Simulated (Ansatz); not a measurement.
Levels at Γ against strain in LiH

```xyz
2
Lattice="0.0000 2.0325 2.0325 2.0325 0.0000 2.0325 2.0325 2.0325 0.0000" Properties=species:S:1:pos:R:3 pbc="T T T"
Li    0.0000    0.0000    0.0000
H     2.0325    2.0325    2.0325
```

Atom numbers follow the list: Li1, H2.

The cell comes from COD entry 1010896, which wasn't checked; take it as a given geometry. It differs from other determinations.

These are results of DFT, LDA, all-electron LAPW, scalar-relativistic in Ansatz 0.2.0, not measurements.

The runs use a Γ-centred 11×11×11 k mesh, Fermi–Dirac smearing of 0.03 eV, basis error target 1 meV/atom, no spin polarisation.

The cell is scaled evenly. Fractional coordinates are held (clamped ions).

The valence-band top of this crystal doesn't lie at Γ but 5.40 eV above the top filled level there.

Only quantities that a quadratic follows smoothly over the whole series are listed; rougher ones are left out.

```
ln(V/Vcell)  direct gap at Γ (eV)  smallest gap on mesh and path (eV)
    -0.0619                22.018                               2.598
    -0.0408                21.664                               2.617
    -0.0101                21.155                               2.645
     0.0000                20.990                               2.653
     0.0100                20.829                               2.661
     0.0198                20.670                               2.669
     0.0392                20.360                               2.685
     0.0583                20.059                               2.699
```

Q: Fit the series and give the slopes at zero strain.

A: Least-squares fits y = p0 + p1 x + p2 x² to the rows give direct gap at Γ (eV): p1 = -16.3, p2 = 5.2; smallest gap on mesh and path (eV): p1 = 0.839, p2 = -0.83. So dEg/dln V = -16.3 eV for the direct gap at Γ, which isn't the fundamental gap here: that one has dEg/dln V = 0.8 eV. Semilocal gaps are too small, but their slopes carry over better.

Q: One run, at ln(V/Vcell) = -0.0202, is withheld. Predict its row.

A: The fits give 21.321, 2.636; the run gave 21.322, 2.636.
